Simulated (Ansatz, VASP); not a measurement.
BN in VASP and in Ansatz

File INCAR:

```
ALGO = Normal ; EDIFF = 1E-7
ENCUT = 520 ; GGA = PE
ISIF = 2 ; ISMEAR = 1
LASPH = True ; LCHARG = False
LREAL = False ; LWAVE = False
NBANDS = 11 ; NELM = 80
PREC = Accurate ; SIGMA = 0.5
```

KPOINTS

```
k-points
0
Gamma
  8 8 8
```

File POSCAR:

```
BN
1.0
    2.3148041895      0.0000000000      0.0000000000
    0.0000000000      2.3148041895      0.0000000000
    0.0000000000      0.0000000000      2.3148041895
B N
1 1
Direct
    0.0000000000      0.0000000000      0.0000000000
    0.5000000000      0.5000000000      0.5000000000
```

Input for Ansatz:

```yaml
crystal:
  lattice:
    - [2.3148041895, 0.0, 0.0]
    - [0.0, 2.3148041895, 0.0]
    - [0.0, 0.0, 2.3148041895]
  atoms:
    - { symbol: B, position: [0.0, 0.0, 0.0] }
    - { symbol: "N", position: [0.5, 0.5, 0.5] }
kpoints:
  mp_grid: { grid: [8, 8, 8] }
hamiltonian:
  xc: pbe
scf:
  occupations: { method: methfessel_paxton, width: 0.5 }
  n_extra_bands: 4
output:
  forces: true
  stress: true
  eigenvalues: true
```

Alike in both runs: task single point; functional PBE; k mesh 8 × 8 × 8; occupations methfessel-paxton of order 1, width 0.5 eV; no spin polarisation.

|  | VASP | Ansatz |
| --- | --- | --- |
| version | VASP 6.6.1 | Ansatz 0.2.0 |
| potentials or method | VASP PAW PBE potentials, release 64 (B, N) | plane waves |
| plane-wave cutoff (eV) | 520 | 420 |
| valence electrons in the cell | 8 | 8 |

Ansatz gave:

```
pressure (GPa) : 1.7
```

Question: Which values does VASP return?

Answer: Pressure (GPa): 1.6.
